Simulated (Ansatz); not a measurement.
# WGe2P4 monolayer in a perpendicular field, part 2 of 2

Aim: how the WGe2P4 monolayer screens a field along its normal, and what the field does to its bands. A positive field points along +c.

Ansatz 0.2.0; plane-wave DFT, PBE-D3(BJ), Ansatz PAW.

So far. Step 2 (Relaxation): The lattice constant a goes from 3.580 to 3.496 Å.

**3. Atoms held, field 0**

A sawtooth potential applies the field, turning back in the middle of the vacuum. With the dipole correction the typed value is the field outside the slab. The induced dipole is small, so the SCF threshold is tight.

The cell differs from the one that the last finished run ended in (c 48.448 → 27.652 Å).

input.yaml

```yaml
crystal:
  lattice:
    - [3.4960006282, 0.0, 0.0]
    - [-1.7480003141, 3.0276253556, 0.0]
    - [0.0, 0.0, 27.651611571]
  atoms:
    - { symbol: P, position: [0.0, 0.0, 0.3254783171] }
    - { symbol: Ge, position: [0.3333333333, 0.6666666667, 0.3656115521] }
    - { symbol: P, position: [0.3333333333, 0.6666666667, 0.4495112655] }
    - { symbol: W, position: [0.0, 0.0, 0.5] }
    - { symbol: P, position: [0.3333333333, 0.6666666667, 0.5504887345] }
    - { symbol: Ge, position: [0.3333333333, 0.6666666667, 0.6343884479] }
    - { symbol: P, position: [0.0, 0.0, 0.6745216829] }
kpoints:
  mp_grid: { grid: [18, 18, 1] }
  band_path:
    path: [[0, 0, 0], [0.5, 0, 0], [0.33333333, 0.33333333, 0], [0, 0, 0]]
    npoints: 16
hamiltonian:
  xc: pbe
  dispersion: d3bj
scf:
  occupations: { method: fermi_dirac, width: 0.02585 }
  convergence: { dr2_threshold: 1.0e-10 }
efield:
  axis: 3
  dipole_correction: true
  ramp_position: 0.97
  ramp_width: 0.06
  amplitude: 0
output:
  dos: { projected: true, e_range: [-6, 5] }
  write_potential: true
  write_density: true
  volumetric_format: npy
  elf: true
```

On the command line:

```console
$ ansatz run input.yaml --threads 2 --pin off --max-ram 3072MiB --backend cpu --events-out ev --progress --plain --runs-dir out
```

Numbers of over 12 decimals in the logs are rounded to 6 here.

The log of the run:

```text
[...]
Crystal: 7 atoms, lattice volume = 292.681 Å³
Basis set: ecut = 420 eV, 5715 PW (Γ)
Bands: 38, of which v1, the nominal top of the filled ones, is band 31 counted from 1 (30 counted from 0)
Symmetry: 6 space group operations
k-points: 37 of 324 (time reversal used)
[...]
SCF iter   1: F=—  HF=-22000.850423 eV  |F-HF|=—  |Δ(HF+E_count)|=         —  Δρ=3.94e-3  dr2=3.43e-1  ethr=1.77e-3  p=0.000 e·Å  D=1.48e-13 V/Å  ΔV_dip=-0.00 eV  dr2_dipole=5.50e-7  V_vac-E_F(+/−)=5.35/5.35 eV  ⟨swp⟩=10.6  Hψ=7657  notcnv=0
efield: sawtooth ramp at fractional position 0.9700 (set: `efield.ramp_position`, or a place that a band, a saddle search or an elastic batch's reference lends), width 0.0600; the density the first Hamiltonian is built on has a dipole p = 0.000 e·Å; the dipole correction subtracts the counter field D = 1.48e-13 V/Å, which shifts the + side's vacuum level by -0.00 eV against the − side's; the planar-averaged density in the ramp window peaks in size at 1.4e-5 e/Å³
[...]
SCF iter   2: F=—  HF=-22000.833836 eV  |F-HF|=—  |Δ(HF+E_count)|=   1.66e-2  Δρ=2.94e-3  dr2=1.75e-1  ethr=5.54e-4  p=-0.000 e·Å  D=-1.15e-4 V/Å  ΔV_dip=0.00 eV  dr2_dipole=2.83e-6  V_vac-E_F(+/−)=4.65/4.65 eV  ⟨swp⟩=3.6  Hψ=2153  notcnv=0  defer=55
[...]
SCF iter  14: F=-22000.818326 eV  HF=-22000.818326 eV  |F-HF|=3.64e-12  |Δ(HF+E_count)|=  3.27e-11  Δρ=4.86e-8  dr2=7.92e-12  ethr=1.00e-12  p=-0.000 e·Å  D=-5.34e-9 V/Å  ΔV_dip=0.00 eV  dr2_dipole=1.55e-14  V_vac-E_F(+/−)=5.02/5.02 eV  ⟨swp⟩=10.9  Hψ=3966  notcnv=0
SCF 1 converged in 14 iterations: F = -22000.818326 eV  dr2 = 7.92e-12
[...]
NSCF: frozen V_eff on 49 k-points
efield: sawtooth ramp at fractional position 0.9700 (kept from the solve that this one continues, or follows in the run), width 0.0600; the density the first Hamiltonian is built on has a dipole p = -0.000 e·Å; the dipole correction subtracts the counter field D = -5.34e-9 V/Å, which shifts the + side's vacuum level by +0.00 eV against the − side's; the planar-averaged density in the ramp window peaks in size at 1.6e-5 e/Å³
[...]
SCF converged after 14 iterations
Free energy (F): -22000.818326 eV
[...]
Internal energy: -22000.818326 eV  (E = F + TS)
E sigma→0 (E₀):  -22000.818326 eV
Entropy (-TS):   -0.000000 eV (-0.000 meV/atom)
Fermi energy:    1.682151 eV
Dipole field:    D = 0.000000 V/Å  (p = 0.000000 e·Å, saw-weighted, corrected)
Work function:   Φ+ = 5.0182 eV   Φ− = 5.0182 eV
Levels:          The Fermi level and band energies are counted from a zero that moves with the ramp; work functions are not
[...]
--- Band table (eV; the first three rows and the last of 37) ---
  k-point 0: bands = [... 27 lower, 0.9783, 1.0231, 1.0231, 1.2484, 4.2259, 4.2259, 4.3831, 4.4405, ... 3 higher]
  k-point 1: bands = [... 27 lower, 0.7016, 0.8808, 0.9293, 1.2733, 4.1069, 4.3165, 4.3376, 4.6044, ... 3 higher]
  k-point 2: bands = [... 27 lower, 0.5034, 0.6301, 0.6873, 1.2220, 3.8623, 3.9487, 4.5509, 4.5598, ... 3 higher]
  k-point 36: bands = [... 27 lower, -1.3127, -0.3293, 0.3295, 1.3279, 2.0269, 2.6318, 3.2948, 3.9312, ... 3 higher]
```

It took 27 s on 2 threads of Intel Xeon Platinum 8488C (Sapphire Rapids), shared host; peak memory 0.85 GiB.

This step gave:

```yaml
dipole_along_the_normal: 2.15e-7 e·Å
gap_along_the_path: 0.6990 eV
smallest_direct_gap_along_the_path: 0.6990 eV
ionisation_energy_upper_face: 5.372 eV
electron_affinity_upper_face: 4.673 eV
gap_the_smaller_of_path_and_mesh: 0.6990 eV
```

Running mean over a fixed 2.7 Å (it still follows the layers) of the planar mean; the ramp of the sawtooth is left out. Table of electron's electrostatic potential energy less the Fermi level by z:

| z (Å) | electron's electrostatic potential energy less the Fermi level (eV) |
| --- | --- |
| 4 | 5.02 |
| 5 | 5.02 |
| 6 | 4.97 |
| 7 | 4.14 |
| 8 | -0.878 |
| 9 | -6.04 |
| 10 | -6.97 |
| 11 | -4.49 |
| 12 | -4.89 |
| 13 | -9.61 |
| 14 | -10.6 |
| 15 | -7.93 |
| 16 | -4.51 |
| 17 | -4.83 |
| 18 | -7.56 |
| 19 | -4.40 |
| 20 | 1.20 |
| 21 | 4.69 |
| 22 | 5.00 |
| 23 | 5.02 |
| 24 | 5.02 |

The density of states has structure finer than the step of the table below, so its rows give means over 0.25 eV, whole bins alone (the curve runs from -6 to 2.33 eV). Peaks (eV: height): -4.760: 7.46, -3.020: 11.9, -2.580: 9.31, -2.440: 9.29, -2.250: 9.52, -2.110: 10.6, -1.840: 8.35.

Table of density of states by energy, zero at the Fermi level of the run, which the smearing sets inside the gap; means over each step:

| energy (eV) | density of states (states/eV a cell) |
| --- | --- |
| -5.75 | 3.16 |
| -5.50 | 3.13 |
| -5.25 | 4.02 |
| -5.00 | 3.26 |
| -4.75 | 4.36 |
| -4.50 | 3.16 |
| -4.25 | 2.55 |
| -4.00 | 3.14 |
| -3.75 | 4.33 |
| -3.50 | 3.53 |
| -3.25 | 3.72 |
| -3.00 | 5.77 |
| -2.75 | 6.86 |
| -2.50 | 6.04 |
| -2.25 | 6.38 |
| -2.00 | 6.20 |
| -1.75 | 5.65 |
| -1.50 | 3.34 |
| -1.25 | 5.12 |
| -1.00 | 2.83 |
| -0.75 | 1.67 |
| -0.50 | 1.12 |
| -0.25 | 0.00492 |
| 0.00 | 0 |
| 0.25 | 0.0160 |
| 0.50 | 0.640 |
| 0.75 | 1.18 |
| 1.00 | 2.61 |
| 1.25 | 2.04 |
| 1.50 | 4.05 |
| 1.75 | 4.98 |
| 2.00 | 5.43 |

Projected DOS per atom over height of the atomic layer and energy from the Fermi level. Layers: P Ge P W P Ge P from below.

Values in states/eV, 22 rows by 7 columns, each cell a mean:
```
0.57 0.57 0.56 1.41 0.56 0.57 0.57
0.57 0.55 0.42 1.48 0.42 0.55 0.57
0.27 0.22 0.21 1.69 0.21 0.22 0.27
0.24 0.25 0.17 0.89 0.17 0.25 0.24
0.05 0.07 0.06 0.57 0.06 0.07 0.05
0.00 0.00 0.00 0.10 0.00 0.00 0.00
0.00 0.00 0.00 0.00 0.00 0.00 0.00
0.08 0.03 0.05 0.61 0.05 0.03 0.08
0.26 0.13 0.12 1.11 0.12 0.13 0.26
0.55 0.21 0.55 1.76 0.55 0.21 0.55
0.94 0.27 0.57 0.59 0.57 0.27 0.94
1.48 0.40 0.82 1.16 0.82 0.40 1.48
0.98 0.39 0.91 1.13 0.91 0.39 0.98
1.07 0.52 1.09 1.12 1.09 0.52 1.07
0.66 0.41 0.69 0.96 0.69 0.41 0.66
0.48 0.41 0.55 0.87 0.55 0.41 0.48
0.51 0.42 0.44 0.69 0.44 0.42 0.51
0.38 0.33 0.34 0.57 0.34 0.33 0.38
0.42 0.44 0.71 0.85 0.71 0.44 0.42
0.32 0.38 0.73 0.59 0.73 0.38 0.32
0.29 0.36 0.73 0.61 0.73 0.36 0.29
0.29 0.28 0.54 0.42 0.54 0.28 0.29
```
Columns: height of the atomic layer (Å) from 9 to 18.7 (not evenly spaced); rows upwards: energy from the Fermi level (eV) from -5.96 to 2.32.

The electronic bands at the labelled points (eV, zero at the Fermi level of the run, which the smearing sets inside the gap):

| point | band 28 | band 29 | band 30 | band 31 | band 32 | band 33 | band 34 | band 35 |
| --- | --- | --- | --- | --- | --- | --- | --- | --- |
| Γ | -0.70 | -0.66 | -0.66 | -0.43 | 2.54 | 2.54 | 2.70 | 2.76 |
| halfway | -1.82 | -1.78 | -1.53 | -1.02 | 1.51 | 1.81 | 2.19 | 2.35 |
| M | -2.36 | -2.15 | -1.70 | -1.30 | 1.19 | 1.40 | 1.59 | 1.65 |
| halfway | -2.73 | -2.14 | -1.69 | -0.92 | 0.76 | 1.23 | 1.95 | 2.57 |
| K | -2.99 | -2.01 | -1.35 | -0.35 | 0.34 | 0.95 | 1.61 | 2.25 |
| halfway | -2.32 | -2.19 | -1.52 | -1.13 | 1.61 | 1.76 | 2.26 | 3.02 |
| Γ | -0.70 | -0.66 | -0.66 | -0.43 | 2.54 | 2.54 | 2.70 | 2.76 |

Electrostatic potential energy in the ca plane at fractional y = 0.667, with atoms of Ge and P within 0.2 Å of it. With pseudopotentials it is smooth inside the atoms' cores, unlike the true potential.

Ten even steps from '0' (-53 eV) to '9' (7 eV), each cell a mean:
```
99999999998889999999998777899999999888899999
99999999998889999999998767899999999988899999
99999999998888899999998878899999998888899999
99999999999886678987678888876789876688999999
99999999999853346872016888510378643358999999
99999999999742125750003887200057521247999999
99999999999742236860004888300168532258999999
99999999999874457885347888743588754578999999
99999999999888889998888888888899988888999999
```
Columns run along c (16.0 Å, from fractional 0.19 to 0.76 of the cell; values clipped at the 3rd and 97th percentile), rows up along a (3.5 Å). Atoms in or near the plane, at fractional coordinates: Ge at (0.37, 0.33), P at (0.45, 0.33), P at (0.55, 0.33), Ge at (0.63, 0.33).

Valence density in the ca plane at fractional y = 0.667, with atoms of Ge and P within 0.2 Å of it. It is the smooth field of the valence electrons, not physical close to the nuclei.

Ten steps, logarithmic in the rise over the least value, from '0' (0 e/Å³) to '9' (39 e/Å³), each cell a mean:
```
00000000001111000000011111110000000111100000
00000000001111000000001111100000000111100000
00000000001111100000111111111000001111100000
00000000000111111011121111121110112111000000
00000000000125531112122111221211245421000000
00000000000138962221012111210122279831000000
00000000000137852121112111211121268621000000
00000000000112321111221111222111123211000000
00000000001111110001111111111100011111000000
```
Columns run along c (16.0 Å, from fractional 0.19 to 0.76 of the cell), rows up along a (3.5 Å). Atoms in or near the plane, at fractional coordinates: Ge at (0.37, 0.33), P at (0.45, 0.33), P at (0.55, 0.33), Ge at (0.63, 0.33).

ELF in the ca plane at fractional y = 0.667, with atoms of Ge and P within 0.2 Å of it. It is the smooth field of the valence electrons, not physical close to the nuclei.

Ten even steps from '0' (0.00) to '9' (0.88), each cell a mean:
```
00000136788776421013432121244310124677887531
00000146888765420002221121122100024567888631
00000124677776532135664222466521235677776420
00000001345665444568997424899765444566542100
00000000012432125896467535864698421234210000
00000000001320015993004425400498400023100000
00000000002330015894026535620598410133100000
00000000123543335787798535897787433345321000
00000013466776543357886323688643345677654310
```
Columns run along c (16.0 Å, from fractional 0.19 to 0.76 of the cell), rows up along a (3.5 Å). Atoms in or near the plane, at fractional coordinates: Ge at (0.37, 0.33), P at (0.45, 0.33), P at (0.55, 0.33), Ge at (0.63, 0.33).

The gap is 0.70 eV, with the valence edge 5.37 eV and the conduction edge 4.67 eV under the upper vacuum level. Spin-orbit coupling, left out in this run, matters for the bands of elements this heavy.

**4. Atoms held, field 0.1 V/Å**

input.yaml, as its differences from that of step 3:

```diff
@@ -29,5 +29,4 @@
   ramp_width: 0.06
-  amplitude: 0
+  amplitude: 0.1
 output:
-  dos: { projected: true, e_range: [-6, 5] }
   write_potential: true
@@ -35,2 +34 @@
   volumetric_format: npy
-  elf: true
```

The log of the run:

```text
[...]
Crystal: 7 atoms, lattice volume = 292.681 Å³
Basis set: ecut = 420 eV, 5715 PW (Γ)
Bands: 38, of which v1, the nominal top of the filled ones, is band 31 counted from 1 (30 counted from 0)
Symmetry: 6 space group operations
k-points: 37 of 324 (time reversal used)
[...]
k-point 0: bands = [... 27 lower, 0.9662, 1.0343, 1.0343, 1.2485, 4.2251, 4.2251, 4.3712, 4.4512, ... 3 higher]
  k-point 1: bands = [... 27 lower, 0.7042, 0.8694, 0.9399, 1.2733, 4.1055, 4.3156, 4.3372, 4.6043, ... 3 higher]
  k-point 2: bands = [... 27 lower, 0.5026, 0.6201, 0.6966, 1.2220, 3.8586, 3.9510, 4.5439, 4.5658, ... 3 higher]
  k-point 36: bands = [... 27 lower, -1.3135, -0.3302, 0.3301, 1.3275, 2.0265, 2.6312, 3.2936, 3.9309, ... 3 higher]
[key lines of the parts left out:]
SCF converged after 16 iterations
Free energy (F): -22000.821698 eV
Fermi energy:    1.681812 eV
Dipole field:    D = 0.041692 V/Å  (p = 0.067436 e·Å, saw-weighted, corrected)
```

The job ended after 29 s (2 threads; peak memory 0.82 GiB; 57 s of CPU time).

The dipole is 0.0674 e·Å, and the gap 0.699 eV.

**5. Single point, field -0.1 V/Å**

input.yaml, as its differences from that of step 4:

```diff
@@ -29,3 +29,3 @@
   ramp_width: 0.06
-  amplitude: 0.1
+  amplitude: -0.1
 output:
```

The log of the run:

```text
[...]
Crystal: 7 atoms, lattice volume = 292.681 Å³
Basis set: ecut = 420 eV, 5715 PW (Γ)
Bands: 38, of which v1, the nominal top of the filled ones, is band 31 counted from 1 (30 counted from 0)
Symmetry: 6 space group operations
k-points: 37 of 324 (time reversal used)
[...]
k-point 0: bands = [... 27 lower, 0.9663, 1.0343, 1.0343, 1.2485, 4.2251, 4.2251, 4.3712, 4.4512, ... 3 higher]
  k-point 1: bands = [... 27 lower, 0.7042, 0.8694, 0.9399, 1.2733, 4.1055, 4.3156, 4.3372, 4.6043, ... 3 higher]
  k-point 2: bands = [... 27 lower, 0.5026, 0.6201, 0.6966, 1.2220, 3.8586, 3.9510, 4.5440, 4.5658, ... 3 higher]
  k-point 36: bands = [... 27 lower, -1.3135, -0.3302, 0.3301, 1.3275, 2.0265, 2.6312, 3.2936, 3.9309, ... 3 higher]
[key lines of the parts left out:]
SCF converged after 16 iterations
Free energy (F): -22000.821698 eV
Fermi energy:    1.681813 eV
Dipole field:    D = -0.041691 V/Å  (p = -0.067434 e·Å, saw-weighted, corrected)
```

It took 28 s on 2 threads; peak memory 0.82 GiB; 55 s of CPU time.

The dipole is -0.0674 e·Å, and the gap 0.699 eV.

**6. Response, atoms held**

This step: plane-wave DFT, PBE-D3(BJ), Ansatz PAW; response to a field along the normal, atoms held (Ansatz 0.2.0).

The dipoles give the slope, and the difference of two potentials shows where the field is screened.

This step gave:

```
equivalent conductor thickness p/(ε₀AE) : 11.53 Å
distance between the outer atoms        : 9.652 Å
```

The dipole of the cell by applied field:

| applied field (V/Å) | dipole of the cell (e·Å) |
| --- | --- |
| -0.1000 | -0.0674 |
| 0.0000 | 2.2e-7 |
| 0.1000 | 0.0674 |

Local field over the applied field, running mean. From the potentials at -0.1 and 0.1 V/Å; running mean over 2.5 Å. Table of local field over applied field by z:

| z (Å) | local field over applied field |
| --- | --- |
| 5 | 0.995 |
| 6 | 0.960 |
| 7 | 0.782 |
| 8 | 0.438 |
| 9 | 0.125 |
| 10 | 0.0529 |
| 11 | 0.0795 |
| 12 | 0.0723 |
| 13 | 0.0503 |
| 14 | 0.0328 |
| 15 | 0.0563 |
| 16 | 0.0845 |
| 17 | 0.0644 |
| 18 | 0.0557 |
| 19 | 0.214 |
| 20 | 0.563 |
| 21 | 0.871 |
| 22 | 0.980 |
| 23 | 0.998 |

The induced electron density oscillates, so the rows of the table below give means over windows of 1 Å about each position, cut where the curve ends. Its maxima inside the range that stand out by 2 % of the span (Å: e/Å³ per V/Å): 7.9: 0.00361, 9.4: 7.9e-4, 11.1: 4.6e-4, 12.4: 9.6e-4, 14.5: 3.2e-4, 15.8: 3.0e-4, 17.4: 0.00135, 18.7: -5.8e-4. Its minima: 8.9: 5.8e-4, 10.2: -0.00135, 11.8: -3.0e-4, 13.1: -3.2e-4, 15.3: -9.6e-4, 16.6: -4.6e-4, 18.3: -7.9e-4, 19.7: -0.00361.

Electrons, planar mean, per unit field. Table of induced electron density by z; means over each step:

| z (Å) | induced electron density (e/Å³ per V/Å) |
| --- | --- |
| 5 | 2.7e-5 |
| 6 | 2.2e-4 |
| 7 | 0.00138 |
| 8 | 0.00310 |
| 9 | 8.4e-4 |
| 10 | -6.3e-4 |
| 11 | 1.0e-4 |
| 12 | 2.3e-4 |
| 13 | 1.1e-5 |
| 14 | 9.5e-5 |
| 15 | -3.8e-4 |
| 16 | -3.1e-5 |
| 17 | 3.9e-4 |
| 18 | -4.4e-5 |
| 19 | -0.00152 |
| 20 | -0.00290 |
| 21 | -7.8e-4 |
| 22 | -1.1e-4 |
| 23 | -1.2e-5 |

The smaller of the gaps on the path and on the k-mesh, counted as 0 under 0.03 eV. The gap stays at 0.699 eV for applied field from -0.1 to 0.1 V/Å.

By hand: between -0.1 and 0.1 V/Å the dipole changes by 0.1349 e·Å, a slope of 0.6743 e·Å²/V. A perfect conductor of thickness t has p = ε₀AEt, so t = 180.95 × 0.6743 / 10.585 = 11.53 Å (e/ε₀ = 180.95 V·Å, A in Å²).

The induced dipole is that of a conductor 11.53 Å thick.

**7. Results**

```json
{"gap without field": "0.699 eV", "ionisation energy, upper face": "5.37 eV", "electron affinity, upper face": "4.67 eV", "equivalent conductor thickness, atoms held": "11.5 Å"}
```

What this shows: The induced dipole equals that of a perfect conductor 11.53 Å thick, while the outer atoms lie 9.65 Å apart; an out-of-plane ε follows only once a thickness t is chosen, by 1 − 1/ε = 11.53 Å / t. The gap stays within 0.01 eV of 0.70 eV over the fields run, up to 0.1 V/Å in size. Semilocal functionals give gaps that are too small, and excitons are not included. Spin-orbit coupling is left out, which matters for the bands of elements this heavy. The outer anions sit over the metal atoms, one of several polytypes of such layers and not the lowest for every compound.

[Logs are printed without paths, hosts, clocks, repeated set-up lines and the standing remarks that a program may print on its own settings, such as how far it seeks lower states.]

[Hosts, paths, dates, database ids (printed as entryN), source tags and the programs' standing remarks are cut or masked in the printed files.]

[Maps of the electrostatic potential energy from Ansatz leave out the sawtooth potential of an applied field or a dipole correction, so their vacuum need not be flat; planar profiles and work functions include it.]

[The density of states shown here was stored with 400 of the rows of the run's finer table, so its peaks can read low, often by over a quarter, or be missed, and its means over a window can be off by a tenth or more.]
